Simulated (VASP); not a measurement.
# Sn (Fd-3m) in VASP: further runs

One crystal, Sn, is run at these levels: PBE; tasks: relaxation of cell and atoms.

Program: VASP 6.6.1. These are calculated values, not measurements. Logs are shortened: lines on timing, memory, paths and dates and some standing lists are left out, and cuts for length are marked.

## 1. The crystal as given

It takes space group Fd-3m (No. 227, cubic). Conventional cell: a = 6.467 Å, b = 6.467 Å, c = 6.467 Å, α = 90.00°, β = 90.00°, γ = 90.00°. Sn (site symmetry -43m) has 4 Sn at 2.80 Å as nearest neighbours.

This isn't the form of Sn at room conditions, which is tetragonal (white tin).

## 2. Relaxation of cell and atoms, PBE

Contents of INCAR:

```
  PREC = Accurate
  ENCUT = 520
  EDIFF = 1E-7
  ISMEAR = 0
  SIGMA = 0.02
  LREAL = F
  LASPH = T
  NELM = 60
  ALGO = Normal
  ISIF = 3
  LWAVE = F
  LCHARG = F
  GGA = PE
  IBRION = 2
  NSW = 80
  EDIFFG = -0.002
```

Contents of KPOINTS:

```
Automatic mesh
0
Gamma
  8 8 8
```

Contents of POSCAR:

```
Sn
1.0
    0.0000000000      3.2333428000      3.2333428000
    3.2333428000      0.0000000000      3.2333428000
    3.2333428000      3.2333428000      0.0000000000
Sn
2
Direct
    0.0000000000      0.0000000000      0.0000000000
    0.2500000000      0.2500000000      0.2500000000
```

Potentials or basis: VASP PAW PBE potentials, release 64 (Sn).

On the command line:

```
cat potpaw_PBE.64/Sn/POTCAR > POTCAR
mpirun -np 1 vasp_std > vasp.out
```

OUTCAR:

```text
PREC = Accurate
   ENCUT = 520
   EDIFF = 1E-7
   ISMEAR = 0
   LREAL = F
   LASPH = T
   NELM = 60
   ISIF = 3
   GGA = PE
   IBRION = 2
   NSW = 80
   EDIFFG = -0.002

 ion  position               nearest neighbor table
   1  0.000  0.000  0.000-   2 2.80   2 2.80   2 2.80   2 2.80
   2  0.250  0.250  0.250-   1 2.80   1 2.80   1 2.80   1 2.80

  LATTYP: Found a face centered cubic cell.
 ALAT       =     6.4666856000

  Lattice vectors:

 A1 = (   0.0000000000,   3.2333428000,   3.2333428000)
 A2 = (   3.2333428000,   0.0000000000,   3.2333428000)
 A3 = (   3.2333428000,   3.2333428000,   0.0000000000)

Analysis of symmetry for initial positions (statically):
=====================================================================
 Subroutine PRICEL returns:
 Original cell was already a primitive cell.

 Routine SETGRP: Setting up the symmetry group for a
 face centered cubic supercell.

 Subroutine GETGRP returns: Found 48 space group operations
 (whereof 24 operations were pure point group operations)
 out of a pool of 48 trial point group operations.

The static configuration has the point symmetry T_d .
 The point group associated with its full space group is O_h .

Analysis of symmetry for dynamics (positions and initial velocities):
=====================================================================
 Subroutine PRICEL returns:
 Original cell was already a primitive cell.

 Routine SETGRP: Setting up the symmetry group for a
 face centered cubic supercell.

 Subroutine GETGRP returns: Found 48 space group operations
 (whereof 24 operations were pure point group operations)
 out of a pool of 48 trial point group operations.

The dynamic configuration has the point symmetry T_d .
 The point group associated with its full space group is O_h .

 Subroutine INISYM returns: Found 48 space group operations
 (whereof 24 operations are pure point group operations),
 and found     1 'primitive' translations

----------------------------------------------------------------------------------------

                                     Primitive cell

  volume of cell :      67.6060

  direct lattice vectors                    reciprocal lattice vectors
     0.000000000  3.233342800  3.233342800    -0.154638723  0.154638723  0.154638723
     3.233342800  0.000000000  3.233342800     0.154638723 -0.154638723  0.154638723
     3.233342800  3.233342800  0.000000000     0.154638723  0.154638723 -0.154638723

  length of vectors
[... 102 lines left out ...]
     AMIX_MAG =   1.60;   BMIX_MAG =  1.00
  volume/ion in A,a.u.               =      33.80       228.11
  Fermi-wavevector in a.u.,A,eV,Ry     =   0.803729  1.518828  8.789100  0.645981
  Thomas-Fermi vector in A             =   1.911652
   LORBIT       =      0    0 simple, 1 ext, 2 COOP (PROOUT), +10 PAW based schemes
   GGA     = PE    functional components
   LHFCALC =     F    Hartree Fock is set to
   AEXX    =    0.0000 exact exchange contribution
   IVDW    =     0    specifies the selected vdW correction
   LEPSILON=     F    determine dielectric tensor
   LRPA    =     F    only Hartree local field effects (RPA)
 conjugate gradient relaxation of ions
 non-spin polarized calculation
 Gauss-broadening in eV      SIGMA  =   0.02
  energy-cutoff  :      520.00
  volume of cell :       67.61
 maximum number of plane-waves:      1841
 NGX is ok and might be reduce to    36
   NGX = 17   NGY = 17   NGZ = 17

--------------------------------------- Ionic step        1  -------------------------------------------

 number of electron       7.9999999 magnetization

 Free energy of the ion-electron system (eV)
  ---------------------------------------------------
  ext. energy  EPLUGINS =         0.00000000
  ---------------------------------------------------
  free energy    TOTEN  =        -7.59154238 eV

  energy without entropy =       -7.59145422  energy(sigma->0) =       -7.59149830

------------------------ aborting loop because EDIFF is reached ----------------------------------------

  FORCE on cell =-STRESS in cart. coord.  units (eV):
  Direction    XX          YY          ZZ          XY          YZ          ZX
  --------------------------------------------------------------------------------------
  -------------------------------------------------------------------------------------
  Total        1.6122434      1.6122434      1.6122434      0.0000000     -0.0000000      0.0000000
  in kB       38.2081435     38.2081435     38.2081435      0.0000000     -0.0000000      0.0000000
  external PRESSURE =      38.2081435 kB  Pullay stress =       0.0000000 kB
[... 59 lines left out ...]
--------------------------------------- Ionic step        3  -------------------------------------------

 number of electron       7.9999999 magnetization

 Free energy of the ion-electron system (eV)
  ---------------------------------------------------
  ext. energy  EPLUGINS =         0.00000000
  ---------------------------------------------------
  free energy    TOTEN  =        -7.65711130 eV

  energy without entropy =       -7.65699936  energy(sigma->0) =       -7.65705533

 E-fermi :   2.7733     XC(G=0):  -8.4408

 val. band max:        2.7718375853   @ k =   0.5000   0.0000   0.0000
 cond. band min:       2.8670063014   @ k =   0.3750   0.0000   0.0000
 fundamental gap:      0.0951687160
 Fermi energy:         2.7733062760

 k-point     1 :       0.0000    0.0000    0.0000
  band No.  band energies     occupation
      1      -7.2179      2.00000
      2       1.8024      2.00000
      3       2.9950      0.00000
      4       2.9950      0.00000
      5       2.9950      0.00000
      6       5.0540      0.00000
      7       5.0540      0.00000
      8       5.0540      0.00000
[... 243 lines left out ...]
 k-point    24 :      -0.3750    0.2500    0.1250
  band No.  band energies     occupation
      1      -5.3629      2.00000
      2      -3.3215      2.00000
      3       0.2153      2.00000
      4       1.2657      2.00000
      5       4.6193      0.00000
      6       5.8532      0.00000
      7       7.4528      0.00000
      8       8.2442      0.00000

 [... further k-points ...]

------------------------ aborting loop because EDIFF is reached ----------------------------------------

  FORCE on cell =-STRESS in cart. coord.  units (eV):
  Direction    XX          YY          ZZ          XY          YZ          ZX
  --------------------------------------------------------------------------------------
  -------------------------------------------------------------------------------------
  Total        0.0031608      0.0031608      0.0031608      0.0000000      0.0000000      0.0000000
  in kB        0.0688208      0.0688208      0.0688208      0.0000000      0.0000000      0.0000000
  external PRESSURE =       0.0688208 kB  Pullay stress =       0.0000000 kB
[... 17 lines left out ...]
  FREE ENERGIE OF THE ION-ELECTRON SYSTEM (eV)
  ---------------------------------------------------
  free  energy   TOTEN  =        -7.6571112959 eV

  energy  without entropy=       -7.6569993625  energy(sigma->0) =       -7.65705533

 reached required accuracy - stopping structural energy minimisation
```

OSZICAR:

```text
N       E                     dE             d eps       ncg     rms          rms(c)
DAV:   1     0.171612360886E+02    0.17161E+02   -0.29231E+03   464   0.741E+02
DAV:   2    -0.721821924296E+01   -0.24379E+02   -0.23399E+02   688   0.757E+01
DAV:   3    -0.770031294324E+01   -0.48209E+00   -0.48205E+00   592   0.143E+01
[... 25 lines left out ...]
DAV:   4    -0.765710628505E+01   -0.49021E-04   -0.59021E-05   464   0.512E-02    0.840E-03
DAV:   5    -0.765711098821E+01   -0.47032E-05   -0.55440E-06   592   0.159E-02    0.261E-03
DAV:   6    -0.765711113774E+01   -0.14953E-06   -0.14386E-06   568   0.803E-03    0.464E-04
DAV:   7    -0.765711129294E+01   -0.15520E-06   -0.47825E-08   536   0.127E-03    0.590E-04
DAV:   8    -0.765711129587E+01   -0.29289E-08   -0.93215E-09   256   0.736E-04
   3 F= -.76571113E+01 E0= -.76570553E+01  d E =-.655689E-01
```

Run time: 33 s. Hardware: 1 thread of Intel Xeon Platinum 8488C (Sapphire Rapids), shared host; peak memory 0.21 GiB.

What came out:

```
Free energy                            : -7.6571 eV
Relaxed volume                         : 36.79 Å³/atom
Relaxed cell                           : a = 4.704 Å, b = 4.704 Å, c = 4.704 Å, α = 60.00°, β = 60.00°, γ = 60.00°
Space group after relaxing (to 0.05 Å) : Fd-3m (No. 227)
Energy gained by relaxing              : 32.8 meV/atom
Ionic steps                            : 3
Pressure after relaxing                : 0.0 GPa
Band gap on the k mesh                 : none (metal or under the smearing width)
```

Step by step:
| step | energy change (eV) | largest force (eV/Å) | pressure (GPa) | volume (Å³) |
| --- | --- | --- | --- | --- |
| 1 | 0.0000 | 0.0000 | 3.82 | 67.61 |
| 2 | -0.0587 | 0.0000 | -0.98 | 75.80 |
| 3 | -0.0656 | 0.0000 | 0.01 | 73.59 |

Final structure:
```yaml
crystal:
  lattice:
    - [0.00000, 3.32599, 3.32599]
    - [3.32599, 0.00000, 3.32599]
    - [3.32599, 3.32599, 0.00000]
  atoms:
    - { symbol: Sn, position: [0.00000, 0.00000, 0.00000] }
    - { symbol: Sn, position: [0.25000, 0.25000, 0.25000] }
```

## 3. Relaxation of cell and atoms, PBE

This run uses another cell than the first one, of 36.79 Å³/atom, 1.088 times its volume.

INCAR is that of step 2.

KPOINTS is that of step 2.

Contents of POSCAR:

```
Sn                                      
1.0
    0.0000000000      3.3259901483      3.3259901483
    3.3259901483     -0.0000000000      3.3259901483
    3.3259901483      3.3259901483     -0.0000000000
  Sn            
     2
Direct
     0.0000000000000000    0.0000000000000000    0.0000000000000000
     0.2500000000000000    0.2500000000000000    0.2500000000000000
```

Potentials or basis: VASP PAW PBE potentials, release 64 (Sn).

On the command line:

```
cat potpaw_PBE.64/Sn/POTCAR > POTCAR
mpirun -np 1 vasp_std > vasp.out
```

OUTCAR:

```text
PREC = Accurate
   ENCUT = 520
   EDIFF = 1E-7
   ISMEAR = 0
   LREAL = F
   LASPH = T
   NELM = 60
   ISIF = 3
   GGA = PE
   IBRION = 2
   NSW = 80
   EDIFFG = -0.002

 ion  position               nearest neighbor table
   1  0.000  0.000  0.000-   2 2.88   2 2.88   2 2.88   2 2.88
   2  0.250  0.250  0.250-   1 2.88   1 2.88   1 2.88   1 2.88

  LATTYP: Found a face centered cubic cell.
 ALAT       =     6.6519802966

  Lattice vectors:

 A1 = (   0.0000000000,   3.3259901483,   3.3259901483)
 A2 = (   3.3259901483,   0.0000000000,   3.3259901483)
 A3 = (   3.3259901483,   3.3259901483,   0.0000000000)

Analysis of symmetry for initial positions (statically):
=====================================================================
 Subroutine PRICEL returns:
 Original cell was already a primitive cell.

 Routine SETGRP: Setting up the symmetry group for a
 face centered cubic supercell.

 Subroutine GETGRP returns: Found 48 space group operations
 (whereof 24 operations were pure point group operations)
 out of a pool of 48 trial point group operations.

The static configuration has the point symmetry T_d .
 The point group associated with its full space group is O_h .

Analysis of symmetry for dynamics (positions and initial velocities):
=====================================================================
 Subroutine PRICEL returns:
 Original cell was already a primitive cell.

 Routine SETGRP: Setting up the symmetry group for a
 face centered cubic supercell.

 Subroutine GETGRP returns: Found 48 space group operations
 (whereof 24 operations were pure point group operations)
 out of a pool of 48 trial point group operations.

The dynamic configuration has the point symmetry T_d .
 The point group associated with its full space group is O_h .

 Subroutine INISYM returns: Found 48 space group operations
 (whereof 24 operations are pure point group operations),
 and found     1 'primitive' translations

----------------------------------------------------------------------------------------

                                     Primitive cell

  volume of cell :      73.5856

  direct lattice vectors                    reciprocal lattice vectors
     0.000000000  3.325990148  3.325990148    -0.150331173  0.150331173  0.150331173
     3.325990148  0.000000000  3.325990148     0.150331173 -0.150331173  0.150331173
     3.325990148  3.325990148  0.000000000     0.150331173  0.150331173 -0.150331173

  length of vectors
     4.703660376  4.703660376  4.703660376     0.260381229  0.260381229  0.260381229

  position of ions in fractional coordinates (direct lattice)
     0.000000000  0.000000000  0.000000000
     0.250000000  0.250000000  0.250000000

  ion indices of the primitive-cell ions
   primitive index   ion index
                 1           1
                 2           2

----------------------------------------------------------------------------------------

 KPOINTS: Automatic mesh

Automatic generation of k-mesh.
 Grid dimensions read from file:
[... 24 lines left out ...]
  0.250000  0.000000  0.000000      8.000000
  0.375000  0.000000  0.000000      8.000000
  0.500000  0.000000  0.000000      4.000000
  0.125000  0.125000  0.000000      6.000000
[... 16 lines left out ...]
  0.500000  0.250000  0.125000     48.000000
 -0.375000  0.250000  0.125000     24.000000
 [... further k-points ...]
   k-points           NKPTS =     29   k-points in BZ     NKDIM =     29   number of bands    NBANDS=      8
   number of dos      NEDOS =    301   number of ions     NIONS =      2
   total plane-waves  NPLWV =  46656
   dimension x,y,z NGX =    36 NGY =   36 NGZ =   36
   dimension x,y,z NGXF=    72 NGYF=   72 NGZF=   72
   ions per type =               2
   NGX,Y,Z   is equivalent  to a cutoff of  12.72, 12.72, 12.72 a.u.
   NGXF,Y,Z  is equivalent  to a cutoff of  25.45, 25.45, 25.45 a.u.
 SYSTEM =  unknown system
   PREC   = accura    normal or accurate (medium, high low for compatibility)
   ISTART =      0    job   : 0-new  1-cont  2-samecut
   ICHARG =      2    charge: 1-file 2-atom 10-const
   ISPIN  =      1    spin polarized calculation?
   LNONCOLLINEAR =      F non collinear calculations
   LSORBIT =      F    spin-orbit coupling
   LASPH  =      T    aspherical Exc in radial PAW
   ENCUT  =  520.0 eV  38.22 Ry    6.18 a.u.   8.75  8.75  8.75*2*pi/ulx,y,z
   NELM   =     60;   NELMIN=  2; NELMDL= -5     # of ELM steps
   EDIFF  = 0.1E-06   stopping-criterion for ELM
   LREAL  =      F    real-space projection
   EDIFFG = -.2E-02   stopping-criterion for IOM
   NSW    =     80    number of steps for IOM
   IBRION =      2    ionic relax: 0-MD 1-quasi-New 2-CG
   NFREE  =      1    steps in history (QN), initial steepest desc. (CG)
   ISIF   =      3    stress and relaxation
   ISYM   =      2    0-nonsym 1-usesym 2-fastsym
   POTIM  = 0.5000    time-step for ionic-motion
   TEBEG  =    0.0;   TEEND  =   0.0 temperature during run
   PSTRESS=    0.0 pullay stress
   NELECT =       8.0000    total number of electrons
   NUPDOWN=      -1.0000    fix difference up-down
   EMIN   =  10.00;   EMAX   =-10.00  energy-range for DOS
   EFERMI =   0.00;   METHOD = LEGACY
   ISMEAR =     0;   SIGMA  =   0.02  broadening in eV -4-tet -1-fermi 0-gaus
   EFERMI_NEDOS =   21; number of points for ismear=-14 and -15
   IALGO  =     38    algorithm
   IMIX   =      4    mixing-type and parameters
     AMIX     =   0.40;   BMIX     =  1.00
     AMIX_MAG =   1.60;   BMIX_MAG =  1.00
  volume/ion in A,a.u.               =      36.79       248.29
  Fermi-wavevector in a.u.,A,eV,Ry     =   0.781341  1.476520  8.306269  0.610494
  Thomas-Fermi vector in A             =   1.884839
   LORBIT       =      0    0 simple, 1 ext, 2 COOP (PROOUT), +10 PAW based schemes
   GGA     = PE    functional components
   LHFCALC =     F    Hartree Fock is set to
   AEXX    =    0.0000 exact exchange contribution
   IVDW    =     0    specifies the selected vdW correction
   LEPSILON=     F    determine dielectric tensor
   LRPA    =     F    only Hartree local field effects (RPA)
 conjugate gradient relaxation of ions
 non-spin polarized calculation
 Gauss-broadening in eV      SIGMA  =   0.02
  energy-cutoff  :      520.00
  volume of cell :       73.59
 maximum number of plane-waves:      2006
   NGX = 17   NGY = 17   NGZ = 17

 number of electron       7.9999999 magnetization

 Free energy of the ion-electron system (eV)
  ---------------------------------------------------
  ext. energy  EPLUGINS =         0.00000000
  ---------------------------------------------------
  free energy    TOTEN  =        -7.65713997 eV

  energy without entropy =       -7.65702805  energy(sigma->0) =       -7.65708401

 E-fermi :   2.7733     XC(G=0):  -8.4408

 val. band max:        2.7718316034   @ k =   0.5000   0.0000   0.0000
 cond. band min:       2.8670012085   @ k =   0.3750   0.0000   0.0000
 fundamental gap:      0.0951696051
 Fermi energy:         2.7732994845

 k-point     1 :       0.0000    0.0000    0.0000
  band No.  band energies     occupation
      1      -7.2179      2.00000
      2       1.8024      2.00000
      3       2.9950      0.00000
      4       2.9950      0.00000
      5       2.9950      0.00000
      6       5.0539      0.00000
      7       5.0539      0.00000
      8       5.0539      0.00000
[... 243 lines left out ...]
 k-point    24 :      -0.3750    0.2500    0.1250
  band No.  band energies     occupation
      1      -5.3629      2.00000
      2      -3.3215      2.00000
      3       0.2153      2.00000
      4       1.2657      2.00000
      5       4.6193      0.00000
      6       5.8532      0.00000
      7       7.4528      0.00000
      8       8.2442      0.00000

 [... further k-points ...]

------------------------ aborting loop because EDIFF is reached ----------------------------------------

  FORCE on cell =-STRESS in cart. coord.  units (eV):
  Direction    XX          YY          ZZ          XY          YZ          ZX
  --------------------------------------------------------------------------------------
  -------------------------------------------------------------------------------------
  Total        0.0032267      0.0032267      0.0032267      0.0000000      0.0000000      0.0000000
  in kB        0.0702549      0.0702549      0.0702549      0.0000000      0.0000000      0.0000000
  external PRESSURE =       0.0702549 kB  Pullay stress =       0.0000000 kB

 VOLUME and BASIS-vectors are now :
 -----------------------------------------------------------------------------
  energy-cutoff  :      520.00
  volume of cell :       73.59
      direct lattice vectors                 reciprocal lattice vectors
     0.000000000  3.325990148  3.325990148    -0.150331173  0.150331173  0.150331173
     3.325990148  0.000000000  3.325990148     0.150331173 -0.150331173  0.150331173
     3.325990148  3.325990148  0.000000000     0.150331173  0.150331173 -0.150331173

 POSITION                                       TOTAL-FORCE (eV/Angst)
 -----------------------------------------------------------------------------------
      0.00000      0.00000      0.00000        -0.000000      0.000000     -0.000000
      1.66300      1.66300      1.66300         0.000000     -0.000000      0.000000
 -----------------------------------------------------------------------------------
    total drift:                                0.000000      0.000000      0.000000

  FREE ENERGIE OF THE ION-ELECTRON SYSTEM (eV)
  ---------------------------------------------------
  free  energy   TOTEN  =        -7.6571399719 eV

  energy  without entropy=       -7.6570280496  energy(sigma->0) =       -7.65708401

 reached required accuracy - stopping structural energy minimisation
```

Run time: 14 s. Hardware: 1 thread of Intel Xeon Platinum 8488C (Sapphire Rapids), shared host; peak memory 0.2 GiB.

What came out:

```yaml
Free_energy: -7.6571 eV
Pressure_after_relaxing: 0.0 GPa
Band_gap_on_the_k_mesh: none (metal or under the smearing width)
```

Final structure:
```
CELL_PARAMETERS angstrom
0.00000 3.32599 3.32599
3.32599 0.00000 3.32599
3.32599 3.32599 0.00000
ATOMIC_POSITIONS crystal
Sn 0.00000 0.00000 0.00000
Sn 0.25000 0.25000 0.25000
```

Levels at points of the mesh, in eV from the Fermi level:
```csv
k point,band 1,band 2,band 3,band 4,band 5,band 6,band 7,band 8
"(0.00, 0.00, 0.00)",-9.99,-0.97,0.22,0.22,0.22,2.28,2.28,2.28
"(0.50, 0.00, 0.00)",-8.52,-5.90,-0.88,-0.88,0.00,3.33,3.33,5.81
"(0.50, 0.50, 0.00)",-7.14,-7.14,-2.10,-2.10,1.03,1.03,7.40,7.40
```

Caveat: the relaxation stopped at its first step, so nothing moved.
